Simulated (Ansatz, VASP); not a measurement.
One calculation of BN, two programs

```
N B
1.0
     1.25112    0.72234    3.37293
    -1.25112    0.72234    3.37293
     0.00000   -1.44467    3.37293
N B
1 1
Direct
  0.66724 0.66724 0.66724
  0.00033 0.00033 0.00033
```

The cell is a database's computed one.

Alike in both runs: task band structure; functional PBE0; k mesh 6 × 6 × 6; occupations fermi-dirac, width 0.05 eV; no spin polarisation.

```csv
,VASP,Ansatz
version,VASP 6.6.1,Ansatz 0.2.0
potentials or method,"VASP PAW PBE potentials, release 64 (N, B)",Ansatz PAW
plane-wave cutoff (eV),520,420
valence electrons in the cell,8,8
```

|  | VASP | Ansatz | Ansatz less VASP |
| --- | --- | --- | --- |
| gap on the k mesh at the Fermi level (eV) | 6.32 | 6.31 | -0.018 |
| least direct gap on the mesh (eV) | 6.88 | 6.85 | -0.025 |
| gap along the band path (eV) | 6.27 | 6.25 | -0.018 |
| pressure (GPa) | -1.3 | -1.5 | -0.18 |
| largest component of the traceless stress (GPa) | 2.91 | 3.26 | +0.349 |
| rms of the force components (eV/Å) | 0.004 | 0.004 | 0.0000 |

Atom by atom the forces differ by 0.000 eV/Å (rms over components).

Caveats: the k mesh is coarse (spacing up to 0.49 Å⁻¹), so the values aren't converged, least of all with exact exchange; the PAW data sets were made with another functional, which shifts forces and pressure a little (VASP); the k mesh misses the band edges, so the gap on the mesh is wider than the one along the path (Ansatz); the pressure holds a Pulay correction of +0.5 GPa for the finite cutoff (Ansatz); the PAW data sets come from PBE, with cores solved anew for the run's functional, which leaves a small shift of forces and pressure (Ansatz); the thresholds are loose for stress (Ansatz).
